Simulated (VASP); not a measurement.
# EuS (Fm-3m) in VASP: notebook, part 2 of 2

VASP 6.6.1. Earlier steps stand in the parts before.

### 3 Single point, r2SCAN+rVV10+U, collinear spin, twin_end start

This run uses another cell than the first one, of 25.99 Å³/atom, 0.984 times its volume.

File POSCAR:

```
EuS
1.0
    0.0000000000      2.9622730277      2.9622730277
    2.9622730277      0.0000000000      2.9622730277
    2.9622730277      2.9622730277      0.0000000000
Eu S
1 1
Direct
    0.5000000000      0.5000000000      0.5000000000
    0.0000000000      0.0000000000      0.0000000000
```

File INCAR.step1:

```
PREC     = Accurate       # precision mode
ENCUT    = 520            # plane-wave cutoff, eV
ISMEAR   = 0              # smearing method
SIGMA    = 0.05           # smearing width, eV
LREAL    = False          # projectors in reciprocal space
LASPH    = True           # aspherical terms in the spheres
NELM     = 150            # most SCF steps
ISPIN    = 2              # spin polarisation
MAGMOM   = 7.56 -0.08     # initial moments
LMAXMIX  = 6              # l up to which the mixer works
LDAU     = True           # DFT+U
LDAUTYPE = 2            
LDAUL    = 3 -1           # shell
LDAUU    = 4 0            # U, eV
LDAUJ    = 0 0          
NBANDS   = 22             # bands
GGA      = PE             # functional
ALGO     = Normal         # electronic algorithm
EDIFF    = 1E-4           # SCF threshold, eV
LWAVE    = True           # write WAVECAR
LCHARG   = False          # write CHGCAR
```

File INCAR.step2:

```
PREC     = Accurate       # precision mode
ENCUT    = 520            # plane-wave cutoff, eV
EDIFF    = 1E-6           # SCF threshold, eV
ISMEAR   = 0              # smearing method
SIGMA    = 0.05           # smearing width, eV
LREAL    = False          # projectors in reciprocal space
LASPH    = True           # aspherical terms in the spheres
NELM     = 150            # most SCF steps
ALGO     = Normal         # electronic algorithm
ISIF     = 2              # what is computed and relaxed
LWAVE    = False          # write WAVECAR
LCHARG   = True           # write CHGCAR
ISPIN    = 2              # spin polarisation
MAGMOM   = 7.56 -0.08     # initial moments
LORBIT   = 11             # projections on sites
LMAXMIX  = 6              # l up to which the mixer works
LDAU     = True           # DFT+U
LDAUTYPE = 2            
LDAUL    = 3 -1           # shell
LDAUU    = 4 0            # U, eV
LDAUJ    = 0 0          
LDAUPRINT= 1            
METAGGA  = R2SCAN         # meta-GGA
LMIXTAU  = True         
LUSE_VDW = True         
IVDW_NL  = 2            
BPARAM   = 11.95        
CPARAM   = 0.0093       
LELF     = True           # ELF
LVHAR    = True         
NBANDS   = 22             # bands
ISTART   = 1
```

File KPOINTS:

```
Automatic mesh
0
Gamma
  8 8 8
```

Potentials or basis: VASP PAW PBE potentials, release 64 (Eu, S).

Command:

```bash
> cat potpaw_PBE.64/Eu/POTCAR potpaw_PBE.64/S/POTCAR > POTCAR
> cp INCAR.step1 INCAR
> mpirun -np 1 vasp_std > vasp.out
> cp INCAR.step2 INCAR
> mpirun -np 1 vasp_std > vasp.out
```

OUTCAR:

```text
PREC = Accurate
   ENCUT = 520
   EDIFF = 1E-6
   ISMEAR = 0
   LREAL = False
   LASPH = True
   NELM = 150
   ISIF = 2
   ISPIN = 2
   LORBIT = 11
   METAGGA = R2SCAN
   IVDW_NL = 2
   BPARAM = 11.95
   ISTART = 1

 ion  position               nearest neighbor table
   1  0.500  0.500  0.500-   2 2.96   2 2.96   2 2.96   2 2.96   2 2.96   2 2.96
   2  0.000  0.000  0.000-   1 2.96   1 2.96   1 2.96   1 2.96   1 2.96   1 2.96

  LATTYP: Found a face centered cubic cell.
 ALAT       =     5.9245460554

  Lattice vectors:

 A1 = (   0.0000000000,   2.9622730277,   2.9622730277)
 A2 = (   2.9622730277,   0.0000000000,   2.9622730277)
 A3 = (   2.9622730277,   2.9622730277,   0.0000000000)

Analysis of symmetry for initial positions (statically):
=====================================================================
 Subroutine PRICEL returns:
 Original cell was already a primitive cell.

 Routine SETGRP: Setting up the symmetry group for a
[... 1440 lines left out ...]
     21      13.7650      0.00000
     22      13.8635      0.00000

 [... further k-points ...]

------------------------ aborting loop because EDIFF is reached ----------------------------------------

  FORCE on cell =-STRESS in cart. coord.  units (eV):
  Direction    XX          YY          ZZ          XY          YZ          ZX
  --------------------------------------------------------------------------------------
  -------------------------------------------------------------------------------------
  Total       -0.0319082     -0.0319082     -0.0319082      0.0000000     -0.0000000     -0.0000000
  in kB       -0.9833504     -0.9833504     -0.9833504      0.0000000     -0.0000000     -0.0000000
  external PRESSURE =      -0.9833504 kB  Pullay stress =       0.0000000 kB

 VOLUME and BASIS-vectors are now :
 -----------------------------------------------------------------------------
  energy-cutoff  :      520.00
  volume of cell :       51.99
      direct lattice vectors                 reciprocal lattice vectors
     0.000000000  2.962273028  2.962273028    -0.168789303  0.168789303  0.168789303
     2.962273028  0.000000000  2.962273028     0.168789303 -0.168789303  0.168789303
     2.962273028  2.962273028  0.000000000     0.168789303  0.168789303 -0.168789303

 POSITION                                       TOTAL-FORCE (eV/Angst)
 -----------------------------------------------------------------------------------
      2.96227      2.96227      2.96227        -0.000000     -0.000000      0.000000
      0.00000      0.00000      0.00000         0.000000      0.000000     -0.000000
 -----------------------------------------------------------------------------------
    total drift:                               -0.000000     -0.000000      0.000000

  FREE ENERGIE OF THE ION-ELECTRON SYSTEM (eV)
  ---------------------------------------------------
  free  energy   TOTEN  =       -51.4937375856 eV

  energy  without entropy=      -51.4935744853  energy(sigma->0) =      -51.49365604

 total charge

# of ion       s       p       d       f       tot
--------------------------------------------------
    1        2.037   5.827   0.243   6.804  14.911
    2        1.305   2.479   0.000   0.000   3.784
--------------------------------------------------
tot          3.342   8.306   0.243   6.804  18.695

 magnetization (x)

# of ion       s       p       d       f       tot
--------------------------------------------------
    1       -0.026  -0.195   0.052   6.784   6.615
    2       -0.009  -0.069   0.000   0.000  -0.077
--------------------------------------------------
tot         -0.035  -0.263   0.052   6.784   6.537
```

OSZICAR.step1:

```text
N       E                     dE             d eps       ncg     rms          rms(c)
DAV:   1     0.142600010635E+03    0.14260E+03   -0.82840E+03  3464   0.411E+03
DAV:   2     0.765444439383E+01   -0.13495E+03   -0.11895E+03  3478   0.398E+02
DAV:   3    -0.117309372821E+02   -0.19385E+02   -0.19090E+02  3822   0.108E+02
DAV:   4    -0.147580011430E+02   -0.30271E+01   -0.30136E+01  4812   0.267E+01
DAV:   5    -0.148756720007E+02   -0.11767E+00   -0.11756E+00  4066   0.718E+00    0.299E+01
DAV:   6    -0.193340461675E+02   -0.44584E+01   -0.31041E+00  3954   0.296E+01    0.189E+01
DAV:   7    -0.193117135261E+02    0.22333E-01   -0.32953E+00  4192   0.504E+01    0.108E+01
DAV:   8    -0.193074758348E+02    0.42377E-02   -0.47740E-01  4182   0.117E+01    0.660E+00
DAV:   9    -0.193235504290E+02   -0.16075E-01   -0.90222E-02  4680   0.430E+00    0.610E+00
DAV:  10    -0.193314356502E+02   -0.78852E-02   -0.77860E-03  4494   0.602E-01    0.402E+00
DAV:  11    -0.193344985572E+02   -0.30629E-02   -0.89684E-03  3912   0.166E+00    0.131E+00
DAV:  12    -0.193352896935E+02   -0.79114E-03   -0.17095E-03  4396   0.512E-01    0.605E-01
DAV:  13    -0.193353137278E+02   -0.24034E-04   -0.10218E-04  2586   0.150E-01
   1 F= -.19335314E+02 E0= -.19335270E+02  d E =-.878109E-04  mag=     6.9998
```

Run time: 3.1 min. Hardware: 1 thread of Intel Xeon Platinum 8488C (Sapphire Rapids), shared host; peak memory 0.38 GiB.

What came out:

```yaml
Free_energy: -51.4937 eV
Pressure: -0.1 GPa
Band_gap_on_the_k_mesh: 0.01 eV, indirect (least direct gap 0.23 eV)
Net_moment: 7.00 μB per cell
Site_moments: Eu +6.62; S -0.08 μB
Valence_electrons_inside_the_program's_atomic_spheres: Eu 14.91; S 3.78
```

Eigenvalues of the final occupation matrices:
```tsv
site	spin	trace	eigenvalues
site 1 f	1	6.80	0.97 0.97 0.97 0.97 0.97 0.97 0.97
site 1 f	2	0.01	0.00 0.00 0.00 0.00 0.00 0.00 0.00
```

Caveat: the PAW data sets were made with another functional, which shifts forces and pressure a little; spin-orbit coupling is left out, which moves the levels of the heavy elements; a cell with one magnetic atom can't hold antiferromagnetic order, which such compounds often take. The state reached can hang on the start; a lower one may exist.
